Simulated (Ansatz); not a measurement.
Eu:

```xyz
1
Lattice="-2.3030 2.3030 2.3030 2.3030 -2.3030 2.3030 2.3030 2.3030 -2.3030" Properties=species:S:1:pos:R:3 pbc="T T T"
Eu    0.0000    0.0000    0.0000
```

* Program: Ansatz 0.2.0
* Task: single point
* Functional: PBE
* Potentials or basis: all-electron LAPW, scalar-relativistic
* Cutoff: 157 eV (chosen from the basis error)
* Basis error allowed: 0.001 eV/atom
* k mesh: 8 × 8 × 8
* Occupations: fermi-dirac, width 0.05 eV
* Spin: collinear spin, ferromagnetic start
* Starting moments: [7.0] μB

On this cell: pressure -1.5 GPa; net moment 7.36 μB per cell; site moments Eu +7.19 μB; band gap on the k mesh none (metal or under the smearing width).

The same run follows on a disturbed copy (cell strained at random at fixed volume):

```
Eu
1.0
    -2.34230    2.25988    2.31282
     2.30890   -2.28395    2.30349
     2.34614    2.28779   -2.33690
Eu
1
Cartesian
  0.0180 -0.0570 -0.0288
```

**Question.** What changes?

**Answer.** The energy (extrapolated to zero smearing) moves by +0.7 meV/atom; pressure -1.5 GPa; net moment 7.36 μB per cell; site moments Eu +7.18 μB; band gap on the k mesh none (metal or under the smearing width).

Stress tensor (GPa, compression positive):
```
-1.55 -0.01  0.18
-0.01 -1.49  0.13
 0.18  0.13 -1.54
```

Caveats: an open f shell can end in a state above the lowest; spin-orbit coupling is left out, which moves the levels of the heavy elements.
